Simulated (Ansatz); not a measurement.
LaAlO₃:
```
LaAlO3
1.0
    3.81236     0.00000     0.00000
    0.00000     3.81236     0.00000
    0.00000     0.00000     3.81236
La Al O
1 1 3
Direct
  0.50000   0.50000   0.50000
  0.00000   0.00000   0.00000
  0.00000   0.50000   0.00000
  0.50000   0.00000   0.00000
  0.00000   0.00000   0.50000
```

Relaxed with PBE. Special points in fractions of this cell's reciprocal vectors: Γ (0.000, 0.000, 0.000); X (0.000, 0.500, 0.000); M (0.500, 0.500, 0.000); R (0.500, 0.500, 0.500).

### Question
List the band energies nearest the valence-band maximum at these points for DFT-PBE with spin–orbit coupling in the program Ansatz with PAW potentials.

### Answer
In eV from the valence-band maximum; about four levels below and three above (degenerate sets whole), none deeper than 8.9 eV; points with the same levels are listed once.

| k | below | above |
|---|---|---|
| Γ | -0.09 -0.09 -0.09 -0.09 | 3.49 3.49 3.49 3.49 |
| X | -1.08 -1.08 -1.05 -1.05 | 4.18 4.18 4.29 4.29 |
| M | -1.23 -1.23 -0.03 -0.03 | 4.16 4.16 4.25 4.25 |
| R | 0.00 0.00 0.00 0.00 | 4.30 4.30 4.30 4.30 |

Space group Pm-3m (cubic perovskite). This is a known high-temperature phase of the composition, computed here at zero pressure and temperature. The PBE relaxation kept the symmetry of its start. At this level the phase is dynamically unstable (imaginary phonons).

Potentials: the later of the program's two PAW sets.
